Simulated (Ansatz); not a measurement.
**Orbital-resolved density of states of MoS₂**

```xyz
3
Lattice="1.5855 0.9154 6.1150 -1.5855 0.9154 6.1150 0.0000 -1.8308 6.1150" Properties=species:S:1:pos:R:3 pbc="T T T"
Mo    0.0000    0.0000    0.0000
S     0.0000    0.0000   13.7587
S     0.0000    0.0000    4.5862
```

Atom numbers follow the list: Mo1, S2, S3.

The cell comes from COD entry 4124624, which wasn't checked; take it as a given geometry. Its inner coordinates are ideal values, not refined ones.

These are results of DFT, PBE, all-electron LAPW, scalar-relativistic in Ansatz 0.2.0, not measurements.

Sampling and basis: a Γ-centred 15×15×15 k mesh, Fermi–Dirac smearing of 0.05 eV, basis error target 1 meV/atom, no spin polarisation.

States per eV for one atom of each kind, in 0.4 eV bins named by their centres, from the Fermi level, projected on a minimal set of Löwdin-orthogonalised atomic shells; orbitals are real harmonics on the Cartesian axes, equal curves share a column, and empty bins are left out, as is all above 4.5 eV, near the top of the computed bands.

Mo1 4d:

```
# E all dz2 dxz=dyz dx2-y2=dxy
-13.9 0.07 0.00 0.03 0.01
-13.5 0.57 0.00 0.21 0.08
-13.1 0.28 0.00 0.10 0.04
-12.7 0.08 0.00 0.03 0.02
-7.1 0.14 0.02 0.03 0.03
-6.7 0.31 0.08 0.05 0.06
-6.3 0.59 0.15 0.10 0.13
-5.9 0.93 0.18 0.14 0.24
-5.5 0.61 0.11 0.12 0.13
-5.1 0.72 0.22 0.08 0.17
-4.7 0.95 0.28 0.18 0.15
-4.3 1.49 0.19 0.45 0.20
-3.9 1.04 0.11 0.27 0.19
-3.5 0.39 0.07 0.08 0.08
-3.1 0.47 0.07 0.09 0.11
-2.7 0.48 0.09 0.09 0.10
-2.3 0.53 0.11 0.11 0.11
-1.9 0.42 0.07 0.10 0.07
-1.5 0.53 0.13 0.10 0.09
-1.1 0.93 0.36 0.12 0.17
-0.7 0.87 0.32 0.10 0.17
-0.3 0.37 0.14 0.04 0.08
0.1 0.74 0.16 0.08 0.21
0.5 1.42 0.26 0.12 0.45
0.9 1.92 0.26 0.10 0.73
1.3 1.12 0.57 0.05 0.23
1.7 1.56 0.86 0.03 0.31
2.1 0.17 0.00 0.07 0.01
2.5 0.70 0.01 0.28 0.07
2.9 1.00 0.01 0.39 0.11
3.3 0.95 0.00 0.37 0.10
3.7 0.51 0.00 0.21 0.04
4.1 0.63 0.00 0.24 0.08
```

S2 3p:

```
# E all pz px=py
-13.9 0.02 0.01 0.01
-13.5 0.04 0.02 0.01
-13.1 0.03 0.01 0.01
-12.7 0.01 0.01 0.00
-7.1 0.13 0.01 0.06
-6.7 0.30 0.06 0.12
-6.3 0.57 0.16 0.20
-5.9 0.94 0.31 0.31
-5.5 0.80 0.15 0.32
-5.1 0.58 0.25 0.17
-4.7 0.84 0.41 0.21
-4.3 1.05 0.27 0.39
-3.9 0.74 0.26 0.24
-3.5 0.48 0.12 0.18
-3.1 0.92 0.48 0.22
-2.7 0.87 0.40 0.23
-2.3 0.68 0.25 0.22
-1.9 0.42 0.16 0.13
-1.5 0.33 0.10 0.11
-1.1 0.31 0.15 0.08
-0.7 0.27 0.13 0.07
-0.3 0.16 0.05 0.05
0.1 0.38 0.06 0.16
0.5 0.54 0.11 0.22
0.9 0.31 0.09 0.11
1.3 0.18 0.04 0.07
1.7 0.18 0.02 0.08
2.1 0.06 0.01 0.03
2.5 0.28 0.04 0.12
2.9 0.46 0.07 0.19
3.3 0.56 0.04 0.26
3.7 0.22 0.08 0.07
4.1 0.25 0.17 0.04
```

Mo1 5s:

```
# E all
-13.9 0.14
-13.5 0.12
-13.1 0.07
-12.7 0.02
-7.1 0.03
-6.7 0.06
-6.3 0.07
-5.9 0.04
-5.5 0.03
-5.1 0.04
-4.7 0.04
-4.3 0.04
-3.9 0.01
-3.5 0.01
-3.1 0.02
-2.7 0.01
-2.3 0.01
-1.1 0.01
-0.7 0.01
0.1 0.01
0.5 0.02
0.9 0.02
1.3 0.04
1.7 0.06
2.5 0.01
4.1 0.04
```

S2 3s:

```
# E all
-13.9 0.46
-13.5 1.47
-13.1 0.94
-12.7 0.67
-6.7 0.01
-6.3 0.02
-5.9 0.03
-5.5 0.02
-5.1 0.04
-4.7 0.06
-4.3 0.06
-3.9 0.06
-3.5 0.03
-3.1 0.05
-2.7 0.04
-2.3 0.02
-1.9 0.01
-1.5 0.01
-1.1 0.01
-0.7 0.01
0.1 0.01
0.5 0.01
2.1 0.01
2.5 0.03
2.9 0.04
3.3 0.02
3.7 0.04
4.1 0.06
```
